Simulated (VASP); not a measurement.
# CdS (P6_3mc) in VASP: notebook

Aim: see how the results for CdS move with the level of theory and the settings. Levels: PBE, LDA, PBEsol. Tasks: band structure.

All numbers are computed with VASP 6.6.1; they aren't measurements. Logs are shortened: lines on timing, memory, paths and dates and some standing lists are left out, and cuts for length are marked.

**Measured values to compare with.**

From “Isotope dependence of band-gap energy”, 2008, arxiv:0807.2152, for a bulk crystal of CdS: band gap 2.5809 ± 0.0002 eV.

The results are compared with them further down.

**1. The structure**

Symmetry: P6_3mc, No. 186, hexagonal system. The conventional cell has a = 4.202 Å, b = 4.202 Å, c = 6.846 Å, α = 90.00°, β = 90.00°, γ = 120.00°. Around Cd (site symmetry 3m) lie 4 S at 2.57 to 2.58 Å. S (site symmetry 3m) has 4 Cd at 2.57 to 2.58 Å as nearest neighbours.

**2. Band structure, PBE**

INCAR

```
PREC = Accurate
ENCUT = 520
EDIFF = 1E-7
ISMEAR = 0
SIGMA = 0.03
LREAL = False
LASPH = True
NELM = 80
ALGO = Fast
ISIF = 2
LWAVE = False
LCHARG = False
GGA = PE
NBANDS = 26
ICORELEVEL = 1
```

KPOINTS

```
regular mesh
0
Gamma
  9 9 4
```

POSCAR

```
CdS                                     
1.0
    4.2017997909      0.0000000000      0.0000000000
   -2.1008998954      3.6388653650     -0.0000000000
   -0.0000000000      0.0000000000      6.8458554056
  Cd              S             
     2     2
Direct
     0.3333333300000021    0.6666666699999979    0.9994271042823145
     0.6666666699999979    0.3333333300000021    0.4994271042823145
     0.3333333300000021    0.6666666699999979    0.3755728957176855
     0.6666666699999979    0.3333333300000021    0.8755728957176855
```

KPOINTS_OPT

```
explicit points
186
Reciprocal
 0.0000000000  0.0000000000  0.0000000000 1
 0.0263157895  0.0000000000  0.0000000000 1
 0.0526315789  0.0000000000  0.0000000000 1
 0.0789473684  0.0000000000  0.0000000000 1
 0.1052631579  0.0000000000  0.0000000000 1
 0.1315789474  0.0000000000  0.0000000000 1
[... 178 lines left out ...]
 0.5000000000  0.0000000000  0.5000000000 1
 0.5000000000  0.0000000000  0.0000000000 1
```

Potentials or basis: VASP PAW PBE potentials, release 64 (Cd, S).

Started as:

```sh
$ cat potpaw_PBE.64/Cd/POTCAR potpaw_PBE.64/S/POTCAR > POTCAR
$ mpirun -np 1 vasp_std > vasp.out
```

OUTCAR:

```text
PREC = Accurate
   ENCUT = 520
   EDIFF = 1E-7
   ISMEAR = 0
   LREAL = False
   LASPH = True
   NELM = 80
   ISIF = 2
   GGA = PE

 ion  position               nearest neighbor table
   1  0.333  0.667  0.999-   4 2.57   4 2.57   4 2.57   3 2.58
   2  0.667  0.333  0.499-   3 2.57   3 2.57   3 2.57   4 2.58
   3  0.333  0.667  0.376-   2 2.57   2 2.57   2 2.57   1 2.58
   4  0.667  0.333  0.876-   1 2.57   1 2.57   1 2.57   2 2.58

  LATTYP: Found a hexagonal cell.
 ALAT       =     4.2017997909
 C/A-ratio  =     1.6292673964

  Lattice vectors:

 A1 = (   4.2017997909,   0.0000000000,   0.0000000000)
 A2 = (  -2.1008998954,   3.6388653650,   0.0000000000)
 A3 = (   0.0000000000,   0.0000000000,   6.8458554056)

Analysis of symmetry for initial positions (statically):
=====================================================================
 Subroutine PRICEL returns:
 Original cell was already a primitive cell.

 Routine SETGRP: Setting up the symmetry group for a
 hexagonal supercell.

 Subroutine GETGRP returns: Found 12 space group operations
 (whereof  6 operations were pure point group operations)
 out of a pool of 24 trial point group operations.

The static configuration has the point symmetry C_3v.
 The point group associated with its full space group is C_6v.

Analysis of symmetry for dynamics (positions and initial velocities):
=====================================================================
 Subroutine PRICEL returns:
 Original cell was already a primitive cell.

 Routine SETGRP: Setting up the symmetry group for a
 hexagonal supercell.

 Subroutine GETGRP returns: Found 12 space group operations
 (whereof  6 operations were pure point group operations)
 out of a pool of 24 trial point group operations.

The dynamic configuration has the point symmetry C_3v.
 The point group associated with its full space group is C_6v.

 Subroutine INISYM returns: Found 12 space group operations
 (whereof  6 operations are pure point group operations),
 and found     1 'primitive' translations

----------------------------------------------------------------------------------------

                                     Primitive cell

  volume of cell :     104.6716

  direct lattice vectors                    reciprocal lattice vectors
     4.201799791  0.000000000  0.000000000     0.237993253  0.137405468  0.000000000
    -2.100899895  3.638865365  0.000000000     0.000000000  0.274810937  0.000000000
     0.000000000  0.000000000  6.845855406     0.000000000  0.000000000  0.146073783

  length of vectors
     4.201799791  4.201799795  6.845855406     0.274810937  0.274810937  0.146073783

  position of ions in fractional coordinates (direct lattice)
     0.333333330  0.666666670  0.999427104
     0.666666670  0.333333330  0.499427104
     0.333333330  0.666666670  0.375572896
     0.666666670  0.333333330  0.875572896

  ion indices of the primitive-cell ions
   primitive index   ion index
                 1           1
                 2           2
                 3           3
                 4           4

----------------------------------------------------------------------------------------

 KPOINTS: regular mesh

Automatic generation of k-mesh.
 Grid dimensions read from file:
 generate k-points for:    9    9    4

 Generating k-lattice:

  Cartesian coordinates                     Fractional coordinates (reciprocal lattice)
     0.026443695  0.015267274  0.000000000     0.111111111 -0.000000000  0.000000000
     0.000000000  0.030534549  0.000000000     0.000000000  0.111111111  0.000000000
     0.000000000  0.000000000  0.036518446     0.000000000  0.000000000  0.250000000

  Length of vectors
     0.030534549  0.030534549  0.036518446

  Shift w.r.t. Gamma in fractional coordinates (k-lattice)
     0.000000000  0.000000000  0.000000000

 Subroutine IBZKPT returns following result:
 ===========================================

 Found     36 irreducible k-points:

 Following reciprocal coordinates:
            Coordinates               Weight
  0.000000  0.000000  0.000000      1.000000
  0.111111  0.000000  0.000000      6.000000
  0.222222  0.000000  0.000000      6.000000
  0.333333  0.000000  0.000000      6.000000
  0.444444  0.000000  0.000000      6.000000
  0.111111  0.111111  0.000000      6.000000
[... 16 lines left out ...]
  0.333333  0.222222  0.250000     24.000000
  0.333333  0.333333  0.250000      4.000000
 [... further k-points ...]
   k-points           NKPTS =     36   k-points in BZ     NKDIM =     36   number of bands    NBANDS=     26
   number of dos      NEDOS =    301   number of ions     NIONS =      4
   total plane-waves  NPLWV =  55296
   dimension x,y,z NGX =    32 NGY =   32 NGZ =   54
   dimension x,y,z NGXF=    64 NGYF=   64 NGZF=  108
   ions per type =               2   2
   NGX,Y,Z   is equivalent  to a cutoff of  12.66, 12.66, 13.11 a.u.
   NGXF,Y,Z  is equivalent  to a cutoff of  25.32, 25.32, 26.23 a.u.
 SYSTEM =  unknown system
   PREC   = accura    normal or accurate (medium, high low for compatibility)
   ISTART =      0    job   : 0-new  1-cont  2-samecut
   ICHARG =      2    charge: 1-file 2-atom 10-const
   ISPIN  =      1    spin polarized calculation?
   LNONCOLLINEAR =      F non collinear calculations
   LSORBIT =      F    spin-orbit coupling
   LASPH  =      T    aspherical Exc in radial PAW
   ENCUT  =  520.0 eV  38.22 Ry    6.18 a.u.   7.81  7.81 12.73*2*pi/ulx,y,z
   NELM   =     80;   NELMIN=  2; NELMDL= -5     # of ELM steps
   EDIFF  = 0.1E-06   stopping-criterion for ELM
   LREAL  =      F    real-space projection
   EDIFFG = 0.1E-05   stopping-criterion for IOM
   NSW    =      0    number of steps for IOM
   IBRION =     -1    ionic relax: 0-MD 1-quasi-New 2-CG
   NFREE  =      0    steps in history (QN), initial steepest desc. (CG)
   ISIF   =      2    stress and relaxation
   ISYM   =      2    0-nonsym 1-usesym 2-fastsym
   POTIM  = 0.5000    time-step for ionic-motion
   TEBEG  =    0.0;   TEEND  =   0.0 temperature during run
   PSTRESS=    0.0 pullay stress
   NELECT =      36.0000    total number of electrons
   NUPDOWN=      -1.0000    fix difference up-down
   EMIN   =  10.00;   EMAX   =-10.00  energy-range for DOS
   EFERMI =   0.00;   METHOD = LEGACY
   ISMEAR =     0;   SIGMA  =   0.03  broadening in eV -4-tet -1-fermi 0-gaus
   EFERMI_NEDOS =   21; number of points for ismear=-14 and -15
   IALGO  =     68    algorithm
   IMIX   =      4    mixing-type and parameters
     AMIX     =   0.40;   BMIX     =  1.00
     AMIX_MAG =   1.60;   BMIX_MAG =  1.00
  volume/ion in A,a.u.               =      26.17       176.59
  Fermi-wavevector in a.u.,A,eV,Ry     =   1.147007  2.167528 17.900158  1.315625
  Thomas-Fermi vector in A             =   2.283689
   LORBIT       =      0    0 simple, 1 ext, 2 COOP (PROOUT), +10 PAW based schemes
   GGA     = PE    functional components
   LHFCALC =     F    Hartree Fock is set to
   AEXX    =    0.0000 exact exchange contribution
   IVDW    =     0    specifies the selected vdW correction
   LEPSILON=     F    determine dielectric tensor
   LRPA    =     F    only Hartree local field effects (RPA)
 non-spin polarized calculation
 RMM-DIIS sequential band-by-band and
 Gauss-broadening in eV      SIGMA  =   0.03
  energy-cutoff  :      520.00
  volume of cell :      104.67
 maximum number of plane-waves:      2839
 NGX is ok and might be reduce to    32
   NGX = 15   NGY = 15   NGZ = 25

 number of electron      36.0000000 magnetization

 Free energy of the ion-electron system (eV)
  ---------------------------------------------------
  ext. energy  EPLUGINS =         0.00000000
  ---------------------------------------------------
  free energy    TOTEN  =       -12.30005968 eV

  energy without entropy =      -12.30005968  energy(sigma->0) =      -12.30005968

 the core state eigenenergies are
   1-  1s -26514.0520  2s  -3931.2126  2p  -3526.4665  3s   -728.1192  3p   -595.4082
       3d   -387.8546  4s   -100.3649  4p    -61.4330
   2-  1s -26514.0520  2s  -3931.2126  2p  -3526.4665  3s   -728.1192  3p   -595.4082
       3d   -387.8546  4s   -100.3649  4p    -61.4330
   3-  1s  -2397.4574  2s   -203.5122  2p   -148.2858
   4-  1s  -2397.4574  2s   -203.5122  2p   -148.2858

 E-fermi :   1.0492     XC(G=0):  -8.8963

 val. band max:        0.8729285852   @ k =   0.0000   0.0000   0.0000
 cond. band min:       1.9718584424   @ k =   0.0000   0.0000   0.0000
 fundamental gap:      1.0989298572
 Fermi energy:         1.0492178079

 k-point     1 :       0.0000    0.0000    0.0000
  band No.  band energies     occupation
      1     -11.1889      2.00000
      2     -10.8062      2.00000
      3      -6.6633      2.00000
      4      -6.6559      2.00000
      5      -6.6559      2.00000
      6      -6.5824      2.00000
[... 18 lines left out ...]
     25       8.4193      0.00000
     26       8.4193      0.00000

 k-point     2 :       0.1111    0.0000    0.0000
  band No.  band energies     occupation
      1     -11.1497      2.00000
      2     -10.7888      2.00000
      3      -6.6510      2.00000
      4      -6.6401      2.00000
      5      -6.6242      2.00000
      6      -6.5640      2.00000
[... 18 lines left out ...]
     25       8.3249      0.00000
     26       8.6706      0.00000

 k-point     3 :       0.2222    0.0000    0.0000
  band No.  band energies     occupation
      1     -11.0472      2.00000
      2     -10.7475      2.00000
      3      -6.6170      2.00000
      4      -6.6043      2.00000
      5      -6.5393      2.00000
      6      -6.5046      2.00000
[... 18 lines left out ...]
     25       8.5983      0.00000
     26       9.3737      0.00000

 k-point     4 :       0.3333    0.0000    0.0000
  band No.  band energies     occupation
      1     -10.9219      2.00000
      2     -10.7086      2.00000
      3      -6.5870      2.00000
      4      -6.5732      2.00000
      5      -6.4610      2.00000
      6      -6.4420      2.00000
[... 18 lines left out ...]
     25       9.1725      0.00000
     26       9.5359      0.00000

 k-point     5 :       0.4444    0.0000    0.0000
  band No.  band energies     occupation
      1     -10.8288      2.00000
      2     -10.6945      2.00000
      3      -6.5736      2.00000
      4      -6.5594      2.00000
      5      -6.4074      2.00000
      6      -6.4032      2.00000
[... 18 lines left out ...]
     25       9.2340      0.00000
     26      10.5653      0.00000

 k-point     6 :       0.1111    0.1111    0.0000
  band No.  band energies     occupation
      1     -11.0788      2.00000
      2     -10.7595      2.00000
      3      -6.6249      2.00000
      4      -6.6163      2.00000
      5      -6.5644      2.00000
      6      -6.5329      2.00000
[... 18 lines left out ...]
     25       8.5039      0.00000
     26       9.0695      0.00000

 k-point     7 :       0.2222    0.1111    0.0000
  band No.  band energies     occupation
      1     -10.9644      2.00000
      2     -10.7200      2.00000
      3      -6.5902      2.00000
      4      -6.5859      2.00000
      5      -6.4832      2.00000
      6      -6.4742      2.00000
[... 18 lines left out ...]
     25       8.8024      0.00000
     26       9.3982      0.00000

 k-point     8 :       0.3333    0.1111    0.0000
  band No.  band energies     occupation
      1     -10.8527      2.00000
      2     -10.6964      2.00000
      3      -6.5774      2.00000
      4      -6.5569      2.00000
      5      -6.4251      2.00000
      6      -6.4191      2.00000
[... 18 lines left out ...]
     25       9.3290      0.00000
     26       9.6691      0.00000

 k-point     9 :       0.4444    0.1111    0.0000
  band No.  band energies     occupation
      1     -10.8005      2.00000
      2     -10.6953      2.00000
      3      -6.5752      2.00000
      4      -6.5473      2.00000
      5      -6.4007      2.00000
      6      -6.3870      2.00000
[... 18 lines left out ...]
     25       9.4545      0.00000
     26      10.4933      0.00000

 k-point    10 :       0.2222    0.2222    0.0000
  band No.  band energies     occupation
      1     -10.8621      2.00000
      2     -10.6977      2.00000
      3      -6.5877      2.00000
      4      -6.5391      2.00000
      5      -6.4448      2.00000
      6      -6.4267      2.00000
[... 14 lines left out ...]
     21       6.1777      0.00000
     22       6.7251      0.00000

------------------------ aborting loop because EDIFF is reached ----------------------------------------

  FORCE on cell =-STRESS in cart. coord.  units (eV):
  Direction    XX          YY          ZZ          XY          YZ          ZX
  --------------------------------------------------------------------------------------
  -------------------------------------------------------------------------------------
  Total        0.0231534      0.0231534      0.0071978      0.0000000      0.0000000      0.0000000
  in kB        0.3544015      0.3544015      0.1101743      0.0000000      0.0000000      0.0000000
  external PRESSURE =       0.2729924 kB  Pullay stress =       0.0000000 kB

 VOLUME and BASIS-vectors are now :
 -----------------------------------------------------------------------------
  energy-cutoff  :      520.00
  volume of cell :      104.67
      direct lattice vectors                 reciprocal lattice vectors
     4.201799791  0.000000000  0.000000000     0.237993253  0.137405468  0.000000000
    -2.100899895  3.638865365  0.000000000     0.000000000  0.274810937  0.000000000
     0.000000000  0.000000000  6.845855406     0.000000000  0.000000000  0.146073783

 POSITION                                       TOTAL-FORCE (eV/Angst)
 -----------------------------------------------------------------------------------
     -0.00000      2.42591      6.84193        -0.000000      0.000000     -0.004690
      2.10090      1.21296      3.41901         0.000000     -0.000000     -0.004690
     -0.00000      2.42591      2.57112         0.000000     -0.000000      0.004690
      2.10090      1.21296      5.99405        -0.000000     -0.000000      0.004690
 -----------------------------------------------------------------------------------
    total drift:                               -0.000015      0.000009     -0.000678

  FREE ENERGIE OF THE ION-ELECTRON SYSTEM (eV)
  ---------------------------------------------------
  free  energy   TOTEN  =       -12.3000596761 eV

  energy  without entropy=      -12.3000596761  energy(sigma->0) =      -12.30005968
```

It took 3.1 min on 1 thread of AMD EPYC 9R45 (Zen 5), shared host; peak memory 0.29 GiB.

Results:

```yaml
Free_energy: -12.3001 eV
Pressure: 0.0 GPa
Largest_force: 0.005 eV/Å
Band_gap_on_the_k_mesh: 1.10 eV, direct
Band_gap_along_the_path: 1.10 eV, direct
```

Forces on the atoms (eV/Å):
```
Cd   0.000  0.000 -0.005
Cd   0.000  0.000 -0.005
S    0.000  0.000  0.005
S    0.000  0.000  0.005
```

Levels at the corners of the path, in eV from the valence-band top:
| point | band 16 | band 17 | band 18 | band 19 | band 20 | band 21 |
| --- | --- | --- | --- | --- | --- | --- |
| Γ | -0.04 | 0.00 | 0.00 | 1.10 | 2.74 | 6.49 |
| M | -1.71 | -1.18 | -0.69 | 3.61 | 3.88 | 5.12 |
| M | -1.71 | -1.18 | -0.69 | 3.61 | 3.88 | 5.12 |
| K | -1.69 | -1.69 | -1.51 | 4.75 | 4.91 | 4.91 |
| K | -1.69 | -1.69 | -1.51 | 4.75 | 4.91 | 4.91 |
| Γ | -0.04 | 0.00 | 0.00 | 1.10 | 2.74 | 6.49 |
| Γ | -0.04 | 0.00 | 0.00 | 1.10 | 2.74 | 6.49 |
| A | -0.35 | -0.35 | -0.35 | 2.75 | 2.75 | 6.13 |
| A | -0.35 | -0.35 | -0.35 | 2.75 | 2.75 | 6.13 |
| L | -1.22 | -1.22 | -1.22 | 3.45 | 3.45 | 5.35 |
| L | -1.22 | -1.22 | -1.22 | 3.45 | 3.45 | 5.35 |
| H | -2.22 | -1.02 | -1.02 | 4.28 | 4.28 | 6.11 |
| H | -2.22 | -1.02 | -1.02 | 4.28 | 4.28 | 6.11 |
| A | -0.35 | -0.35 | -0.35 | 2.75 | 2.75 | 6.13 |
| L | -1.22 | -1.22 | -1.22 | 3.45 | 3.45 | 5.35 |
| M | -1.71 | -1.18 | -0.69 | 3.61 | 3.88 | 5.12 |
| K | -1.69 | -1.69 | -1.51 | 4.75 | 4.91 | 4.91 |
| H | -2.22 | -1.02 | -1.02 | 4.28 | 4.28 | 6.11 |

Core levels (eV, on the scale of the bands):
| atom | levels |
| --- | --- |
| 1 Cd | 1s -26514.1, 2s -3931.2, 2p -3526.5, 3s -728.1, 3p -595.4, 3d -387.9, 4s -100.4, 4p -61.4 |
| 2 Cd | 1s -26514.1, 2s -3931.2, 2p -3526.5, 3s -728.1, 3p -595.4, 3d -387.9, 4s -100.4, 4p -61.4 |
| 3 S | 1s -2397.5, 2s -203.5, 2p -148.3 |
| 4 S | 1s -2397.5, 2s -203.5, 2p -148.3 |

[end of part 1 of 2]
